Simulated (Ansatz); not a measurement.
Crystal: TiO2.

```xyz
12
Lattice="6.1536 -1.8835 0.0000 6.1536 1.8835 0.0000 -1.9283 0.0000 6.3290" Properties=species:S:1:pos:R:3 pbc="T T T"
Ti   10.5189    0.0000    1.8329
Ti    1.8562    0.0000    1.7959
Ti   -0.1400    0.0000    4.4961
Ti    8.5226    0.0000    4.5330
O     3.8886    0.0000    1.8569
O     1.9846    0.0000    4.1297
O     8.7534    0.0000    6.2992
O     8.3943    0.0000    2.1993
O    10.3741    0.0000    3.9874
O     1.6255    0.0000    0.0298
O     6.4903    0.0000    4.4721
O     0.0047    0.0000    2.3416
```

The cell comes from a database or a generator and needn't be the stable form of this composition.

| Property | Result |
| --- | --- |
| Program | Ansatz 0.2.0 |
| Task | relaxation of cell and atoms |
| Functional | RPBE |
| Potentials or basis | Ansatz PAW |
| Cutoff | 420 eV (not typed: the program's choice for these potentials) |
| k mesh | 8 × 8 × 4 |
| Occupations | fermi-dirac, width 0.05 eV |
| Spin | no spin polarisation |

At the start: volume 12.23 Å³/atom.

Problem. Where does the relaxation end?

Solution. It ends after 9 steps and the volume is 12.46 Å³/atom (+1.9 %); space group C2/m (No. 12, to 0.05 Å).

The path:
| step | energy change (eV) | largest force (eV/Å) | volume (Å³) |
| --- | --- | --- | --- |
| 1 | 0.0000 | 0.2002 | 146.71 |
| 2 | -0.0199 | 0.1556 | 148.54 |
| 3 | -0.0217 | 0.0724 | 149.35 |
| 4 | -0.0226 | 0.0341 | 149.51 |
| 5 | -0.0239 | 0.0205 | 149.41 |
| 6 | -0.0242 | 0.0092 | 149.35 |
| 7 | -0.0348 | 0.0091 | 149.35 |
| 8 | -0.0345 | 0.0017 | 149.47 |
| 9 | -0.0348 | 0.0016 | 149.47 |

Final structure:
```xyz
12
Lattice="6.1715 -1.8891 -0.0096 6.1715 1.8891 -0.0096 -1.9438 0.0000 6.4134" Properties=species:S:1:pos:R:3 pbc="T T T"
Ti   10.5408    0.0000    1.8360
Ti    1.8435    0.0000    1.7807
Ti   -0.1416    0.0000    4.5582
Ti    8.5557    0.0000    4.6135
O     3.8890    0.0000    1.8682
O     1.9915    0.0000    4.2147
O     8.7752    0.0000    6.3778
O     8.4077    0.0000    2.1795
O    10.4029    0.0000    4.0280
O     1.6240    0.0000    0.0164
O     6.5102    0.0000    4.5260
O    -0.0037    0.0000    2.3662
```

Caveat: the plane-wave basis is chosen anew once the cell has moved, so the energies of steps on either side of that aren't comparable; the pressure holds a Pulay correction of +0.5 GPa for the finite cutoff; the PAW data sets come from PBE, with cores solved anew for the run's functional, which leaves a small shift of forces and pressure.
